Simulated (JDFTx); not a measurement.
Runs of JDFTx 1.7.0 (patched build) on CuO. It takes space group Pm-3m (No. 221, cubic). The conventional cell has a = 2.553 Å, b = 2.553 Å, c = 2.553 Å, α = 90.00°, β = 90.00°, γ = 90.00°. Cu (site symmetry m-3m) has 8 O at 2.21 Å as nearest neighbours. O (site symmetry m-3m) has 8 Cu at 2.21 Å as nearest neighbours. Measurements of this composition are mostly on another form, of space group No. 15.

| level | gap on the mesh (eV) | pressure (GPa) | relaxed volume (Å³/atom) |
| --- | --- | --- | --- |
| PBE | none | 0.0 | 9.16 |
| SCAN | none | 0.0 | 8.76 |
| TPSS | none | 0.0 | (b) |
| RPBE | none | 0.0 | (a) |
| BLYP | none | 0.0 | 9.59 |

Alike in all rows: task relaxation of cell and atoms; potentials or basis SG15-PBE-1.2 with smoothed tails; no spin polarisation; cell relaxed; k mesh 5 × 5 × 5; cutoff (eV) 1361; smearing fermi-dirac 0.05 eV; the mesh is coarse, so values aren't converged.

Q: Fill in the values left out.

A: (a) 9.50; (b) 8.85.

Caveats: all runs use coarse meshes; an odd number of electrons without spin polarisation forces a metal; a magnetic or distorted state may lie lower; the run has no spin polarisation, though such a crystal can be magnetic; semilocal functionals often make such compounds metallic where correlation or magnetic order opens a gap, which also shifts bond lengths; the plane waves are those of the starting cell, so after so large a change of volume the result is rough (some runs); the potentials were made for another functional, which shifts forces and pressure (some runs).

A gap of «none» marks a metal or a gap under the smearing width.
